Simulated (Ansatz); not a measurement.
An Ansatz (a first-principles code) run. Input:

Ansatz 0.2 input:
```yaml
crystal:
  lattice:
    - [4.4652867341, 0.0, 0.0]
    - [0.0, 4.4652867341, 0.0]
    - [0.0, 0.0, 3.0925568907]
  atoms:
    - { symbol: Ru, position: [0.5, 0.5, 0.5] }
    - { symbol: Ru, position: [0.0, 0.0, 0.0] }
    - { symbol: O, position: [0.8061100902, 0.1938899098, 0.5] }
    - { symbol: O, position: [0.1938899098, 0.8061100902, 0.5] }
    - { symbol: O, position: [0.3061100902, 0.3061100902, 0.0] }
    - { symbol: O, position: [0.6938899098, 0.6938899098, 0.0] }
kpoints:
  mp_grid: { grid: [9, 9, 13] }
hamiltonian:
  xc: pbesol
  pseudopotentials: { kind: paw }
scf:
  occupations: { method: fermi_dirac, width: 0.1 }
phonons:
  method: dfpt
  response_accuracy: low
  eigenvectors: true
  rigid_motions: translations
```

Output (shortened):

```
Pseudopotential: Ru, paw, valence charge 16
Pseudopotential: O, paw, valence charge 6
Functional definition: PBEsol
Crystal: 6 atoms, lattice volume = 61.662 Å³
Basis set: ecut = 420 eV, 1203 PW (Γ), exchange–correlation on 60×60×48 points (8 copies of the dense FFT grid, shifted against one another)
Bands: 34, of which v1, the nominal top of the filled ones, is band 28 counted from 1 (27 counted from 0)
Symmetry: 16 space group operations
k-points: 287 of 1053 (irreducible under 2 space group operations, time reversal used)
SCF iter   1: F=—  HF=-13872.899850 eV  |F-HF|=—  |Δ(HF+E_count)|=         —  Δρ=2.01e-2  dr2=1.78e-1  ethr=1.77e-3  ⟨swp⟩=5.5  Hψ=37235  notcnv=0
preconditioner: auto → LDOS
SCF iter   2: F=—  HF=-13872.867952 eV  |F-HF|=—  |Δ(HF+E_count)|=   3.19e-2  Δρ=8.66e-3  dr2=2.25e-2  ethr=3.17e-4  ⟨swp⟩=2.0  Hψ=19267  notcnv=0
SCF iter   3: F=—  HF=-13872.859584 eV  |F-HF|=—  |Δ(HF+E_count)|=   8.37e-3  Δρ=1.94e-3  dr2=1.48e-3  ethr=4.02e-5  ⟨swp⟩=2.0  Hψ=19518  notcnv=0
SCF iter   4: F=—  HF=-13872.859228 eV  |F-HF|=—  |Δ(HF+E_count)|=   3.56e-4  Δρ=3.81e-4  dr2=7.75e-5  ethr=2.64e-6  ⟨swp⟩=2.7  Hψ=19188  notcnv=0
SCF iter   5: F=—  HF=-13872.859217 eV  |F-HF|=—  |Δ(HF+E_count)|=   1.09e-5  Δρ=9.20e-5  dr2=2.63e-6  ethr=1.38e-7  ⟨swp⟩=2.6  Hψ=15594  notcnv=0
SCF iter   6: F=—  HF=-13872.859215 eV  |F-HF|=—  |Δ(HF+E_count)|=   1.67e-6  Δρ=1.38e-5  dr2=4.15e-8  ethr=4.69e-9  ⟨swp⟩=2.8  Hψ=18011  notcnv=0
SCF iter   7: F=—  HF=-13872.859215 eV  |F-HF|=—  |Δ(HF+E_count)|=   2.78e-8  Δρ=2.22e-6  dr2=1.66e-9  ethr=7.42e-11  ⟨swp⟩=2.4  Hψ=17095  notcnv=0
SCF iter   8: F=—  HF=-13872.859215 eV  |F-HF|=—  |Δ(HF+E_count)|=   1.34e-9  Δρ=4.90e-7  dr2=5.99e-11  ethr=2.96e-12  ⟨swp⟩=2.2  Hψ=15516  notcnv=0
SCF iter   9: F=-13872.859215 eV  HF=-13872.859215 eV  |F-HF|=1.82e-12  |Δ(HF+E_count)|=  1.27e-11  Δρ=5.73e-8  dr2=6.95e-13  ethr=1.00e-12  ⟨swp⟩=6.0  Hψ=44880  notcnv=0
SCF 1 converged in 9 iterations: F = -13872.859215 eV  dr2 = 6.95e-13
DFPT response loops at Γ: preconditioner auto → Kerker (q_TF=auto, 2.685 Å⁻¹) (partly filled bands, converged f_vac=0.021) …
SCF converged after 9 iterations
Free energy (F): -13872.859215 eV
Harris-Foulkes:  -13872.859215 eV  (|F-HF|=1.82e-12)
Internal energy: -13872.741850 eV  (E = F + TS)
E sigma→0 (E₀):  -13872.800533 eV
Entropy (-TS):   -0.117365 eV (-19.561 meV/atom)
Fermi energy:    13.286396 eV
--- Per-component energies (eV) ---
  E_band       = -359.908999
  E_kinetic    = 1717.792321
  E_local      = -4697.386258  (includes V_loc(G=0)·N_el)
  E_nonlocal   = 884.539123
  E_hartree    = 1581.729442
  E_xc         = -664.495844
  E_vxc        = -843.730111  (∫ρ·V_xc dr)
  E_paw        = -7406.674647  (= ΣΔE_a)
  E_vpaw       = -584.592272  (= ΣTr[D̂ρ^β])
  E_aug_tail   = 0.009320  (compensation charges beyond the density's cutoff)
  E_ewald      = -5288.903051
  E_core_change = 0.647744  (= ΣΔE_core)
  E_smearing   = -0.117365  (= −TS)
  E_closure    = 0.000000  (closes the sum)
  Σ components = -13872.859215   (vs F -13872.859215, Δ=0.00e0)
  [band-id]    e_kinetic+e_local+e_nonlocal+2·e_hartree+e_vxc+e_vpaw+e_augmentation_tail = -359.908993   (vs E_band -359.908999, Δ=5.94e-6)
--- Band table (eV; the first three rows and the last of 287) ---
  k-point 0: bands = ["-60.1728", "-60.1651", "-30.4648", "-30.4648", "-30.0596", "-30.0552", "-30.0552", "-30.0317", "-7.0831", "-5.9954", "-4.9448", "-4.9448", "4.5583", "4.6819", "5.7956", "6.2276", "6.2276", "8.8868", "8.9189", "8.9189", "10.3940", …
  k-point 1: bands = ["-60.1720", "-60.1645", "-30.4638", "-30.4638", "-30.0707", "-30.0535", "-30.0535", "-30.0437", "-7.0271", "-5.9636", "-4.9795", "-4.9795", "4.6204", "4.7654", "5.8592", "6.2495", "6.2495", "8.6887", "8.9861", "8.9861", "10.0487", …
  k-point 2: bands = ["-60.1698", "-60.1630", "-30.4610", "-30.4610", "-30.1015", "-30.0770", "-30.0487", "-30.0487", "-6.8674", "-5.8779", "-5.0744", "-5.0744", "4.7964", "5.0044", "6.0488", "6.3195", "6.3195", "8.2068", "9.1562", "9.1562", "9.3902", …
  k-point 286: bands = ["-60.1575", "-60.1573", "-30.4532", "-30.4521", "-30.2390", "-30.2375", "-30.0250", "-30.0247", "-5.9622", "-5.9201", "-5.3204", "-5.2760", "5.5515", "5.6284", "6.2967", "6.3322", "7.5760", "7.8843", "8.4369", "8.6162", "8.9292", …
--- Phonons (Γ-DFPT): 4 representative perturbations + reference, on 287 of 1053 k-points (Σ response iterations 13) ---
  ASR residual: 1.585e-3 → 0.000e0 eV/Å²; symmetrization residual: 2.094e-5 eV/Å²
  ASR residual per site (eV/Å²): 1.58e-3 1.58e-3 2.44e-4 2.44e-4 2.44e-4 2.44e-4
  Γ frequencies (cm⁻¹): 0.00 0.00 0.00 179.77 189.19 287.62 287.62 414.22 423.65 423.65 509.01 509.01 549.76 583.56 624.66 645.09 645.09 710.29
  non-analytic LO–TO correction: not included (Born effective charges unavailable; polar crystals: no LO–TO splitting at Γ)
```

Cost: around 5 core-minutes (rough) on shared cores.

Space group P4_2/mnm (rutile). Symmetry was held in the PBEsol relaxation; of distortions, only those at the zone centre were tested. No spin polarisation was allowed. As this level gives no gap, phonon frequencies hold no LO–TO term and depend on the k-mesh and smearing (Fermi–Dirac, 0.1 eV here). Scalar-relativistic: spin–orbit coupling is off unless named, which matters more the heavier the elements.

Potentials: the later of the program's two PAW sets.

Ansatz is a plane-wave DFT program.
